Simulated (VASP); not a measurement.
**Ru: relaxation of cell and atoms with RPBE**

Ru:

```
CELL_PARAMETERS angstrom
2.73093 0.00000 0.00000
-1.36547 2.36506 0.00000
0.00000 0.00000 4.31961
ATOMIC_POSITIONS crystal
Ru 0.33333 0.66667 0.25000
Ru 0.66667 0.33333 0.75000
```

```yaml
Program: VASP 6.6.1
Task: relaxation of cell and atoms
Functional: RPBE
Potentials_or_basis: VASP PAW PBE potentials, release 64 (Ru_pv)
Cutoff: 600 eV
k_mesh: 15 × 15 × 9
Occupations: methfessel-paxton, width 0.1 eV
Spin: no spin polarisation
Further_INCAR_settings: ALGO = Normal; EDIFF = 1e-07; IBRION = 2; EDIFFG = -0.005; NSW = 90; ISIF = 3
```

```
Relaxed volume                         : 13.95 Å³/atom
Relaxed cell                           : a = 2.731 Å, b = 2.731 Å, c = 4.320 Å, α = 90.00°, β = 90.00°, γ = 120.00°
Space group after relaxing (to 0.05 Å) : P6_3/mmc (No. 194)
Energy gained by relaxing              : 0.0 meV/atom
Ionic steps                            : 3
Pressure after relaxing                : 0.0 GPa
Band gap on the k mesh                 : none (metal or under the smearing width)
```

Final structure:
```
Ru
1.0
     2.73120    0.00000    0.00000
    -1.36560    2.36529    0.00000
     0.00000    0.00000    4.32003
Ru
2
Direct
  0.33333 0.66667 0.25000
  0.66667 0.33333 0.75000
```

Levels at points of the mesh, in eV from the Fermi level:
```tsv
k point	band 10	band 11	band 12	band 13	band 14	band 15	band 16	band 17	band 18
(0.00, 0.00, 0.00)	-2.47	-2.29	-1.82	-1.82	-1.32	-1.32	1.15	1.15	1.31
```

It took 66 s on 1 thread of Intel(R) Xeon(R) 6975P-C (Granite Rapids), with other jobs on the host, peak memory 0.21 GiB.

Caveat: the PAW data sets were made with another functional, which shifts forces and pressure a little.
